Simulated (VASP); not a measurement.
# Sb2Pt (Geversite) (Pa-3) in VASP: a series of runs, part 3 of 3

VASP 6.6.1.

## 4. Relaxation of cell and atoms, PBE+D3(BJ)

INCAR reads:

```
SYSTEM = Sb2Pt
  PREC = Accurate
  ENCUT = 600
  EDIFF = 1E-6
  ISMEAR = -1
  SIGMA = 0.05
  LREAL = .FALSE.
  LASPH = .TRUE.
  NELM = 100
  ALGO = Normal
  ISIF = 3
  LWAVE = .FALSE.
  LCHARG = .FALSE.
  GGA = PE
  IVDW = 12
  IBRION = 2
  NSW = 60
  EDIFFG = -0.005
  KPAR = 4
```

KPOINTS reads:

```
regular mesh
0
G
  4 4 4
  0 0 0
```

POSCAR reads:

```
Sb2Pt
1.0
    6.4423000000      0.0000000000      0.0000000000
    0.0000000000      6.4423000000      0.0000000000
    0.0000000000      0.0000000000      6.4423000000
Pt Sb
4 8
Direct
    0.0000000000      0.5000000000      0.5000000000
    0.5000000000      0.5000000000      0.0000000000
    0.5000000000      0.0000000000      0.5000000000
    0.0000000000      0.0000000000      0.0000000000
    0.3753000000      0.1247000000      0.8753000000
    0.1247000000      0.8753000000      0.3753000000
    0.8753000000      0.3753000000      0.1247000000
    0.6247000000      0.6247000000      0.6247000000
    0.6247000000      0.8753000000      0.1247000000
    0.8753000000      0.1247000000      0.6247000000
    0.1247000000      0.6247000000      0.8753000000
    0.3753000000      0.3753000000      0.3753000000
```

Potentials or basis: VASP PAW PBE potentials, release 64 (Pt, Sb).

The run is started by

```
$ cat potpaw_PBE.64/Pt/POTCAR potpaw_PBE.64/Sb/POTCAR > POTCAR
$ mpirun -np 4 vasp_std > vasp.out
```

OUTCAR:

```text
SYSTEM = Sb2Pt
   PREC = Accurate
   ENCUT = 600
   EDIFF = 1E-6
   ISMEAR = -1
   LREAL = .FALSE.
   LASPH = .TRUE.
   NELM = 100
   ISIF = 3
   GGA = PE
   IVDW = 12
   IBRION = 2
   NSW = 60
   EDIFFG = -0.005
 IVDW          = 12

 ion  position               nearest neighbor table
   1  0.000  0.500  0.500-   6 2.67   7 2.67   8 2.67  10 2.67  11 2.67  12 2.67
   2  0.500  0.500  0.000-   5 2.67   7 2.67   8 2.67   9 2.67  11 2.67  12 2.67
   3  0.500  0.000  0.500-   5 2.67   6 2.67   8 2.67   9 2.67  10 2.67  12 2.67
   4  0.000  0.000  0.000-   5 2.67   6 2.67   7 2.67   9 2.67  10 2.67  11 2.67
   5  0.375  0.125  0.875-   2 2.67   3 2.67   4 2.67   9 2.78  10 3.60  11 3.60  12 3.60  12 3.60
                            11 3.60  10 3.60
   6  0.125  0.875  0.375-   1 2.67   3 2.67   4 2.67  10 2.78   9 3.60  11 3.60  12 3.60  11 3.60
                            12 3.60   9 3.60
   7  0.875  0.375  0.125-   1 2.67   2 2.67   4 2.67  11 2.78  10 3.60   9 3.60  12 3.60  10 3.60
                             9 3.60  12 3.60
   8  0.625  0.625  0.625-   1 2.67   2 2.67   3 2.67  12 2.78  10 3.60  11 3.60   9 3.60   9 3.60
                            10 3.60  11 3.60
   9  0.625  0.875  0.125-   2 2.67   3 2.67   4 2.67   5 2.78   6 3.60   7 3.60   8 3.60   8 3.60
                             7 3.60   6 3.60
[... 203 lines left out ...]

 Edisp (eV)   -7.22755

 E8    (eV) :    -3.3510
[... 291 lines left out ...]
--------------------------------------- Ionic step        7  -------------------------------------------

 number of electron      80.0000006 magnetization

 Free energy of the ion-electron system (eV)
  ---------------------------------------------------
  ext. energy  EPLUGINS =         0.00000000
  ---------------------------------------------------
  free energy    TOTEN  =       -63.15480665 eV

  energy without entropy =      -63.13695376  energy(sigma->0) =      -63.14588021

 E-fermi :   9.1887     XC(G=0): -10.9091

 val. band max:        9.1484748707   @ k =   0.0000   0.0000   0.0000
 cond. band min:       9.2465745497   @ k =   0.2500   0.0000   0.0000
 fundamental gap:      0.0980996790
 Fermi energy:         9.1886557079

 k-point     1 :       0.0000    0.0000    0.0000
  band No.  band energies     occupation
      1      -3.5227      2.00000
      2      -1.2635      2.00000
      3      -1.2635      2.00000
      4      -1.2635      2.00000
      5       0.1909      2.00000
      6       0.1909      2.00000
[... 593 lines left out ...]
  FREE ENERGIE OF THE ION-ELECTRON SYSTEM (eV)
  ---------------------------------------------------
  free  energy   TOTEN  =       -70.2864397061 eV

  energy  without entropy=      -70.2685868138  energy(sigma->0) =      -70.27751326

 reached required accuracy - stopping structural energy minimisation
```

OSZICAR:

```text
N       E                     dE             d eps       ncg     rms          rms(c)
DAV:   1     0.584529220324E+03    0.58453E+03   -0.34176E+04  1056   0.161E+03
DAV:   2    -0.204750728804E+02   -0.60500E+03   -0.57887E+03  1224   0.274E+02
DAV:   3    -0.639321438658E+02   -0.43457E+02   -0.41749E+02  1312   0.754E+01
DAV:   4    -0.649915512600E+02   -0.10594E+01   -0.10524E+01  1224   0.122E+01
[... 53 lines left out ...]
   6 F= -.70286435E+02 E0= -.70277510E+02  d E =-.188371E-02
       N       E                     dE             d eps       ncg     rms          rms(c)
DAV:   1    -0.631548070599E+02    0.34991E-03   -0.20404E-04  1152   0.578E-02    0.847E-03
DAV:   2    -0.631548068670E+02    0.19293E-06   -0.16186E-05  1168   0.197E-02    0.630E-03
DAV:   3    -0.631548066530E+02    0.21401E-06   -0.98039E-07   640   0.592E-03
   7 F= -.70286440E+02 E0= -.70277513E+02  d E =-.188823E-02
```

CONTCAR:

```text
Sb2Pt
   1.00000000000000
     6.4708210934809811   -0.0000000000000000   -0.0000000000000000
     0.0000000000000000    6.4708210934809811    0.0000000000000000
     0.0000000000000000    0.0000000000000000    6.4708210934809811
  Pt              Sb
     4     8
Direct
     0.0000000000000000    0.5000000000000000    0.5000000000000000
     0.5000000000000000    0.5000000000000000    0.0000000000000000
     0.5000000000000000    1.0000000000000000    0.5000000000000000
     0.0000000000000000    1.0000000000000000    0.0000000000000000
     0.3745177650568756    0.1254822349431244    0.8745177650568755
     0.1254822349431244    0.8745177650568755    0.3745177650568756
     0.8745177650568755    0.3745177650568756    0.1254822349431244
     0.6254822349431245    0.6254822349431245    0.6254822349431245
     0.6254822349431245    0.8745177650568755    0.1254822349431244
     0.8745177650568755    0.1254822349431244    0.6254822349431245
     0.1254822349431244    0.6254822349431245    0.8745177650568755
     0.3745177650568756    0.3745177650568756    0.3745177650568756

  0.00000000E+00  0.00000000E+00  0.00000000E+00
  0.00000000E+00  0.00000000E+00  0.00000000E+00
  0.00000000E+00  0.00000000E+00  0.00000000E+00
  0.00000000E+00  0.00000000E+00  0.00000000E+00
  0.00000000E+00  0.00000000E+00  0.00000000E+00
  0.00000000E+00  0.00000000E+00  0.00000000E+00
  0.00000000E+00  0.00000000E+00  0.00000000E+00
  0.00000000E+00  0.00000000E+00  0.00000000E+00
  0.00000000E+00  0.00000000E+00  0.00000000E+00
  0.00000000E+00  0.00000000E+00  0.00000000E+00
  0.00000000E+00  0.00000000E+00  0.00000000E+00
  0.00000000E+00  0.00000000E+00  0.00000000E+00
```

It took 5.5 min on 4 MPI ranks of Intel Xeon Platinum 8488C (Sapphire Rapids), shared host; peak memory 0.52 GiB.

What came out:

```
Free energy                            : -70.2864 eV
Relaxed volume                         : 22.58 Å³/atom
Relaxed cell                           : a = 6.471 Å, b = 6.471 Å, c = 6.471 Å, α = 90.00°, β = 90.00°, γ = 90.00°
Space group after relaxing (to 0.05 Å) : Pa-3 (No. 205)
Energy gained by relaxing              : 1.9 meV/atom
Ionic steps                            : 7
Pressure after relaxing                : 0.0 GPa
Band gap on the k mesh                 : none (metal or under the smearing width)
Dispersion energy per atom             : -0.594 eV
```

Step by step:
```tsv
step	energy change (eV)	largest force (eV/Å)	pressure (GPa)	volume (Å³)
1	0.0000	0.1513	1.62	267.38
2	0.0146	0.0004	-2.19	276.20
3	-0.0206	0.0818	-0.07	271.15
4	-0.0205	0.0804	-0.12	271.22
5	-0.0222	0.0241	-0.05	271.03
6	-0.0224	0.0023	-0.04	270.96
7	-0.0224	0.0016	-0.03	270.94
```

Final structure:
```yaml
crystal:
  lattice:
    - [6.47082, 0.00000, 0.00000]
    - [0.00000, 6.47082, 0.00000]
    - [0.00000, 0.00000, 6.47082]
  atoms:
    - { symbol: Pt, position: [0.00000, 0.50000, 0.50000] }
    - { symbol: Pt, position: [0.50000, 0.50000, 0.00000] }
    - { symbol: Pt, position: [0.50000, 0.00000, 0.50000] }
    - { symbol: Pt, position: [0.00000, 0.00000, 0.00000] }
    - { symbol: Sb, position: [0.37452, 0.12548, 0.87452] }
    - { symbol: Sb, position: [0.12548, 0.87452, 0.37452] }
    - { symbol: Sb, position: [0.87452, 0.37452, 0.12548] }
    - { symbol: Sb, position: [0.62548, 0.62548, 0.62548] }
    - { symbol: Sb, position: [0.62548, 0.87452, 0.12548] }
    - { symbol: Sb, position: [0.87452, 0.12548, 0.62548] }
    - { symbol: Sb, position: [0.12548, 0.62548, 0.87452] }
    - { symbol: Sb, position: [0.37452, 0.37452, 0.37452] }
```

Caveat: pairwise dispersion overbinds metals, which lowers pressure and volume.

## 5. The reference run

An earlier run on the cell as given: functional PBEsol; potentials or basis VASP PAW PBE potentials, release 64 (Pt, Sb); cutoff 520 eV; k mesh 4 × 4 × 4; occupations fermi-dirac, width 0.05 eV; no spin polarisation.

* Pressure: 1.2 GPa
* Largest force: 0.173 eV/Å
* Band gap on the k mesh: none (metal or under the smearing width)

## 6. The runs side by side

```tsv
task	level	potentials or basis	cell	cutoff (eV)	ladder	gap on the mesh (eV)	pressure (GPa)	relaxed volume (Å³/atom)	largest force (eV/Å)
relaxation of cell and atoms	LDA	VASP PAW LDA potentials, release 64 (Pt, Sb)	relaxed	600	gaps	none	0.0	22.14	0.01
relaxation of cell and atoms	PBEsol	VASP PAW PBE potentials, release 64 (Pt, Sb)	relaxed	600	gaps	none	0.0	22.50	-
relaxation of cell and atoms	PBE+D3(BJ)	VASP PAW PBE potentials, release 64 (Pt, Sb)	relaxed	600	gaps	none	0.0	22.58	-
single point	PBEsol	VASP PAW PBE potentials, release 64 (Pt, Sb)	as given	520	free	none	1.2	-	0.17
```

Alike in all rows: no spin polarisation; k mesh 4 × 4 × 4; smearing fermi-dirac 0.05 eV.

Caveats: the PAW data sets were made with another functional, which shifts forces and pressure a little (some runs); pairwise dispersion overbinds metals, which lowers pressure and volume (some runs).

Total energies depend on the potentials used, so only differences within one code and one set of settings carry meaning.
